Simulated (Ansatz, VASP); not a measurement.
P in VASP and in Ansatz

```xyz
2
Lattice="-1.7027 2.5318 1.8713 1.7027 -2.5318 1.8713 1.7027 2.5318 -1.8713" Properties=species:S:1:pos:R:3 pbc="T T T"
P     1.7027    1.2659    1.6717
P     0.0000    1.2659    0.1995
```

Change from the starting cell: volume scaled by 1.02.

Alike in both runs: task single point; functional PBE; k mesh 11 × 11 × 11; occupations fermi-dirac, width 0.05 eV; no spin polarisation.

|  | VASP | Ansatz |
| --- | --- | --- |
| version | VASP 6.6.1 | Ansatz 0.2.0 |
| potentials or method | VASP PAW PBE potentials, release 64 (P) | Ansatz PAW |
| plane-wave cutoff (eV) | 520 | 420 |
| valence electrons in the cell | 10 | 10 |

VASP gave:

```
gap on the k mesh at the Fermi level (eV)       : none
pressure (GPa)                                  : 0.4
largest component of the traceless stress (GPa) : 0.61
rms of the force components (eV/Å)              : 0.105
```

Q: Which values does Ansatz return?

A: gap on the k mesh at the Fermi level (eV): none; pressure (GPa): 0.7; largest component of the traceless stress (GPa): 0.76; rms of the force components (eV/Å): 0.135.

Atom by atom the forces differ by 0.030 eV/Å (rms over components). A gap of «none» marks a metal or a gap that the smearing closes.
